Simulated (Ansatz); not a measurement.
Runs of Ansatz 0.2.0 on CdS (Hawleyite). The structure is cubic, space group F-43m (No. 216). Conventional cell: a = 5.833 Å, b = 5.833 Å, c = 5.833 Å, α = 90.00°, β = 90.00°, γ = 90.00°. Around Cd (site symmetry -43m) lie 4 S at 2.53 Å. S (site symmetry -43m) has 4 Cd at 2.53 Å as nearest neighbours. 

```csv
task,level,potentials or basis,spin,cell,k mesh,cutoff (eV),smearing,driver,gap on the mesh (eV),pressure (GPa)
single point,SVWN5,PseudoDojo standard (LDA files),off,as given,8 × 8 × 8,1388,gaussian 0.1 eV,-,0.86,-2.5
atomic charges,PBEsol+D4,PseudoDojo PBEsol stringent,"non-collinear, ferromagnetic start, SOC",as given,8 × 8 × 8,1633,methfessel-paxton 0.05 eV,chain,0.99,(a)
single point,rPW86-PBE+rVV10,Ansatz PAW,off,"atoms moved at random, drawn with an rms of 0.05 Å",6 × 6 × 6,420,fixed,calculator,0.90,3.2
single point,SVWN5,PseudoDojo LDA,off,as given,8 × 8 × 8,1388,gaussian 0.1 eV,chain,0.86,-2.5
```

Problem. Fill in the values left out.

Solution. (a) -1.4.

Caveats: the starting moments weren't kept (some runs); the thresholds are loose for stress (some runs); the potentials were made for another functional, which shifts forces and pressure (some runs).

A k mesh can miss the band edges, and rows without SOC leave out spin-orbit coupling on Cd.

Runs at the PBE level aren't shown here.
